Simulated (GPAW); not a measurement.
## black phosphorene monolayer in an electric field

How does black phosphorene monolayer screen a perpendicular field?

Main program and level: GPAW 26.7.0; GPAW, PAW setups; layer in a repeated cell with vacuum, relaxation of atoms and in-plane cell, in the first sound run; inputs show where later runs differ.

This is a report of a sequence of runs, with most program output left out.

### Step 1. The structure

The cell holds 4 atoms: 4 P. Its edges and angles: a = 4.620 Å, b = 3.300 Å, c = 18.240 Å, α = 90.0°, β = 90.0°, γ = 90.0°. Vacuum lies along c.

### Step 2. Relaxation

Forces are removed first; all later runs use this geometry.

Contents of run.py:

```python
import json
import numpy as np
from ase import Atoms
from ase.filters import FrechetCellFilter
from ase.optimize import BFGS
from gpaw import GPAW, PW

slab = Atoms(
    ['P', 'P', 'P', 'P'],
    positions=[
        [0.41580, 0.00000, 8.00000],
        [1.89420, 1.65000, 8.10000],
        [4.20420, 0.00000, 10.24000],
        [2.72580, 1.65000, 10.14000]],
    cell=[[4.62, 0.0, 0.0], [0.0, 3.3, 0.0], [0.0, 0.0, 18.24]],
    pbc=[True, True, True])

slab.calc = GPAW(mode=PW(600), xc='PBE', kpts={'size': (6, 8, 1), 'gamma': True},
                 occupations={'name': 'fermi-dirac', 'width': 0.05}, nbands='160%',
                 convergence={'density': 1e-05}, maxiter=200,
                 symmetry={'tolerance': 1e-3}, txt='slab.txt')
result = {}
# The in-plane cell is free; stress needs a cell that repeats along all three vectors
path = []
opt = BFGS(FrechetCellFilter(slab, mask=[1, 1, 0, 0, 0, 1]), maxstep=0.2)
opt.attach(lambda: path.append((slab.get_potential_energy(), slab.positions.tolist(), slab.get_forces().tolist())))
result['relaxed'] = bool(opt.run(fmax=0.02, steps=45))
result['path'] = path
result['cell'] = slab.cell.tolist()
print('in-plane lattice', slab.cell.cellpar().round(4)[[0, 1, 5]])
energy = slab.get_potential_energy()
fermi = slab.calc.get_fermi_level()
v = slab.calc.get_electrostatic_potential().mean((0, 1)) - fermi
n = slab.calc.get_pseudo_density().mean((0, 1))
L = slab.cell[2, 2]
z = np.arange(len(v)) * L / len(v)
low, high = slab.positions[:, 2].min(), slab.positions[:, 2].max()
below, above = np.interp([low - 5.8, high + 5.8], z, v)
slopes = [np.interp(x, z, np.gradient(v, z)) for x in (low - 5.8, high + 5.8)]
eps = np.array([[slab.calc.get_eigenvalues(k, s) for k in range(len(slab.calc.get_ibz_k_points()))]
                for s in range(slab.calc.get_number_of_spins())]) - fermi
top, bottom = eps[eps < 0].max(), eps[eps > 0].min()
dipole = slab.get_dipole_moment()[2]
print(f'energy {energy:.4f} eV, Fermi level {fermi:.4f} eV, dipole {dipole:.5f} e A')
print(f'potential 5.8 A off the faces, from the Fermi level: lower {below:.4f} eV, upper {above:.4f} eV')
print(f'slope of the potential there: lower {slopes[0]:.5f}, upper {slopes[1]:.5f} eV/A')
print(f'nearest levels on the mesh: {top:.4f} and {bottom:.4f} eV')
print('magnetic moment', round(slab.get_magnetic_moment(), 3))
result.update(energy=energy, fermi=fermi, dipole=dipole, below=below, above=above, slopes=slopes, edges=[top, bottom],
              z=z.tolist(), v=v.tolist(), n=n.tolist(), positions=slab.positions.tolist(),
              forces=slab.get_forces(apply_constraint=False).tolist(), moments=slab.get_magnetic_moments().tolist())
json.dump(result, open('result.json', 'w'))
```

The run is started by

```bash
$ OMP_NUM_THREADS=1 OPENBLAS_NUM_THREADS=1 python run.py
```

Run time: 8.8 min. Hardware: 1 thread of Arm Neoverse N1, shared host; peak memory 0.37 GiB.

This step gave:

```yaml
dipole_along_the_normal: 2.57e-5 e·Å
levels_nearest_the_fermi_level_on_the_mesh: -0.4625, 0.4394 eV from the Fermi level
```

Table of electrostatic potential energy of an electron (without an applied field's), less the Fermi level, planar mean by z:

```
z (Å)  electrostatic potential energy of an electron (without an applied field's), less the Fermi level, planar mean (eV)
  0.0                                                                                                                4.59
  0.5                                                                                                                4.59
  1.0                                                                                                                4.59
  1.5                                                                                                                4.59
  2.0                                                                                                                4.59
  2.5                                                                                                                4.59
  3.0                                                                                                                4.59
  3.5                                                                                                                4.59
  4.0                                                                                                                4.59
  4.5                                                                                                                4.59
  5.0                                                                                                                4.58
  5.5                                                                                                                4.56
  6.0                                                                                                                4.47
  6.5                                                                                                                4.04
  7.0                                                                                                                2.14
  7.5                                                                                                               -5.34
  8.0                                                                                                               -19.2
  8.5                                                                                                               -9.76
  9.0                                                                                                               -1.03
  9.5                                                                                                               -4.02
 10.0                                                                                                               -17.4
 10.5                                                                                                               -12.5
 11.0                                                                                                              -0.321
 11.5                                                                                                                3.46
 12.0                                                                                                                4.34
 12.5                                                                                                                4.53
 13.0                                                                                                                4.57
 13.5                                                                                                                4.58
 14.0                                                                                                                4.59
 14.5                                                                                                                4.59
 15.0                                                                                                                4.59
 15.5                                                                                                                4.59
 16.0                                                                                                                4.59
 16.5                                                                                                                4.59
 17.0                                                                                                                4.59
 17.5                                                                                                                4.59
 18.0                                                                                                                4.59
```

The pseudo valence density, planar mean oscillates, so the rows of the table below give means over windows of 0.52 Å about each position, cut where the curve ends. Its maxima inside the range that stand out by 2 % of the span (Å: e/Å³): 7.82: 0.348, 8.34: 0.344, 9.90: 0.344, 10.42: 0.348. Its minima: 7.99: 0.319, 9.21: 0.247, 10.25: 0.319.

Table of pseudo valence density, planar mean by z; means over each step:

```
z (Å)  pseudo valence density, planar mean (e/Å³)
 3.90                                      1.3e-5
 4.42                                      6.1e-5
 4.94                                      2.8e-4
 5.46                                     0.00135
 5.98                                     0.00648
 6.50                                      0.0309
 7.02                                       0.127
 7.54                                       0.305
 8.06                                       0.329
 8.58                                       0.320
 9.10                                       0.256
 9.62                                       0.315
10.14                                       0.329
10.66                                       0.313
11.18                                       0.140
11.70                                      0.0349
12.22                                     0.00739
12.74                                     0.00154
13.26                                      3.3e-4
13.78                                      6.9e-5
14.30                                      1.5e-5
```

The relaxation lowered the energy of the cell by 0.103 eV (energies extrapolated to zero smearing; the optimiser's log prints free energies). The largest force left on a free atom is 0.0087 eV/Å.

### Step 3. Plane waves, PBE

The work function is the vacuum plateau of the electrostatic potential less the Fermi level; a dipole layer lets the two faces have plateaus of their own.

This step: GPAW, PAW setups; slab in vacuum (GPAW 26.7.0).

The cell differs from the one that the last finished run ended in (c 18.240 → 18.111 Å).

run.py, as its differences from that of step 2:

```diff
@@ -3,4 +3,2 @@
 from ase import Atoms
-from ase.filters import FrechetCellFilter
-from ase.optimize import BFGS
 from gpaw import GPAW, PW
@@ -10,22 +8,15 @@
     positions=[
-        [0.41580, 0.00000, 8.00000],
-        [1.89420, 1.65000, 8.10000],
-        [4.20420, 0.00000, 10.24000],
-        [2.72580, 1.65000, 10.14000]],
-    cell=[[4.62, 0.0, 0.0], [0.0, 3.3, 0.0], [0.0, 0.0, 18.24]],
-    pbc=[True, True, True])
+        [0.40951, -0.00000, 8.00020],
+        [1.90352, 1.65303, 8.00000],
+        [4.21326, -0.00000, 10.11053],
+        [2.71925, 1.65303, 10.11073]],
+    cell=[[4.62277, 0.0, 0.0], [-0.0, 3.30606, 0.0], [0.0, 0.0, 18.1107]],
+    pbc=[True, True, False])
 
-slab.calc = GPAW(mode=PW(600), xc='PBE', kpts={'size': (6, 8, 1), 'gamma': True},
+slab.calc = GPAW(mode=PW(400), xc='PBE', kpts={'size': (6, 8, 1), 'gamma': True},
                  occupations={'name': 'fermi-dirac', 'width': 0.05}, nbands='160%',
                  convergence={'density': 1e-05}, maxiter=200,
+                 poissonsolver={'dipolelayer': 'xy'},
                  symmetry={'tolerance': 1e-3}, txt='slab.txt')
 result = {}
-# The in-plane cell is free; stress needs a cell that repeats along all three vectors
-path = []
-opt = BFGS(FrechetCellFilter(slab, mask=[1, 1, 0, 0, 0, 1]), maxstep=0.2)
-opt.attach(lambda: path.append((slab.get_potential_energy(), slab.positions.tolist(), slab.get_forces().tolist())))
-result['relaxed'] = bool(opt.run(fmax=0.02, steps=45))
-result['path'] = path
-result['cell'] = slab.cell.tolist()
-print('in-plane lattice', slab.cell.cellpar().round(4)[[0, 1, 5]])
 energy = slab.get_potential_energy()
```

Run time: 44 s. Hardware: 1 thread; peak memory 0.21 GiB.

Numbers from this step:

```
dipole along the normal                    : 3.51e-4 e·Å
levels nearest the Fermi level on the mesh : -0.4626, 0.4395 eV from the Fermi level
upper work function                        : 4.584 eV
lower work function                        : 4.588 eV
upper ionisation energy                    : 5.047 eV
```

The electrostatic potential energy of an electron (without an applied field's), less the Fermi level, planar mean by z:

```
z (Å)  electrostatic potential energy of an electron (without an applied field's), less the Fermi level, planar mean (eV)
    0                                                                                                                4.59
    1                                                                                                                4.59
    2                                                                                                                4.59
    3                                                                                                                4.59
    4                                                                                                                4.59
    5                                                                                                                4.58
    6                                                                                                                4.44
    7                                                                                                                1.64
    8                                                                                                               -19.5
    9                                                                                                              -0.805
   10                                                                                                               -18.6
   11                                                                                                               0.525
   12                                                                                                                4.38
   13                                                                                                                4.57
   14                                                                                                                4.58
   15                                                                                                                4.58
   16                                                                                                                4.58
   17                                                                                                                4.58
   18                                                                                                                4.59
```

The pseudo valence density, planar mean oscillates, so the rows of the table below give means over windows of 0.65 Å about each position, cut where the curve ends. Its maxima inside the range that stand out by 2 % of the span (Å: e/Å³): 7.76: 0.346, 8.41: 0.344, 9.70: 0.344, 10.35: 0.346. Its minima: 7.98: 0.315, 9.06: 0.244, 10.13: 0.315.

The pseudo valence density, planar mean by z; means over each step:

```
z (Å)  pseudo valence density, planar mean (e/Å³)
 3.58                                      6.5e-6
 4.23                                      4.5e-5
 4.88                                      3.1e-4
 5.53                                     0.00218
 6.18                                      0.0155
 6.83                                      0.0965
 7.48                                       0.295
 8.13                                       0.331
 8.78                                       0.283
 9.43                                       0.294
10.08                                       0.332
10.73                                       0.272
11.38                                      0.0772
12.03                                      0.0119
12.68                                     0.00168
13.33                                      2.4e-4
13.98                                      3.5e-5
14.63                                      5.1e-6
```

The layer is gapped, so the Fermi level lies somewhere inside the gap, set by smearing and numerics, and these work functions are no property of the material; the band edges below the vacuum level are. The potential is flat to 5.6e-5 eV/Å where it is read, so the vacuum is wide enough.

### Step 4. In a field

A uniform field along the normal polarises the slab; the atoms stay fixed, so this is the electronic response alone.

run.py, as its differences from that of step 3:

```diff
@@ -4,2 +4,3 @@
 from gpaw import GPAW, PW
+from gpaw.external import ConstantElectricField
 
@@ -19,2 +20,3 @@
                  poissonsolver={'dipolelayer': 'xy'},
+                 external=ConstantElectricField(-0.2, [0, 0, 1]),
                  symmetry={'tolerance': 1e-3}, txt='slab.txt')
```

The job ended after 75 s (1 thread; peak memory 0.23 GiB).

This step gave:

* dipole along the normal: -0.07678 e·Å
* levels nearest the Fermi level on the mesh: -0.4619, 0.4388 eV from the Fermi level
* potential below the slab, the applied field's own ramp left out: 4.135 eV from the Fermi level
* potential above the slab, the applied field's own ramp left out: 5.044 eV from the Fermi level

Table of electrostatic potential energy of an electron (without an applied field's), less the Fermi level, planar mean by z:

z (Å), electrostatic potential energy of an electron (without an applied field's), less the Fermi level, planar mean (eV) and a bar from the least value:
```
      0.0        4.6 #############################
      0.5        4.1 #############################
      1.0        4.1 #############################
      1.5        4.1 #############################
      2.0        4.1 #############################
      2.5        4.1 #############################
      3.0        4.1 #############################
      3.5        4.1 #############################
      4.0        4.1 #############################
      4.5        4.1 #############################
      5.0        4.1 #############################
      5.5        4.1 #############################
      6.0        4.0 #############################
      6.5        3.5 ############################
      7.0        1.3 #########################
      7.5       -7.4 ###############
      8.0      -19.7 
      8.5       -8.1 ##############
      9.0       -0.8 #######################
      9.5       -5.2 ##################
     10.0      -18.4 #
     10.5      -10.2 ###########
     11.0        0.9 #########################
     11.5        4.1 #############################
     12.0        4.8 ##############################
     12.5        5.0 ##############################
     13.0        5.0 ##############################
     13.5        5.0 ##############################
     14.0        5.0 ##############################
     14.5        5.0 ##############################
     15.0        5.0 ##############################
     15.5        5.0 ##############################
     16.0        5.0 ##############################
     16.5        5.0 ##############################
     17.0        5.0 ##############################
     17.5        5.0 ##############################
     18.0        4.7 ##############################
```

The dipole is now -0.0768 e Å, against 3.5e-4 in the run without a field.

[end of part 1 of 2]

[Logs are printed without paths, hosts, clocks, repeated set-up lines and the standing remarks that a program may print on its own settings, such as how far it seeks lower states.]

[Hosts, paths, dates, database ids (printed as entryN), source tags and the programs' standing remarks are cut or masked in the printed files.]
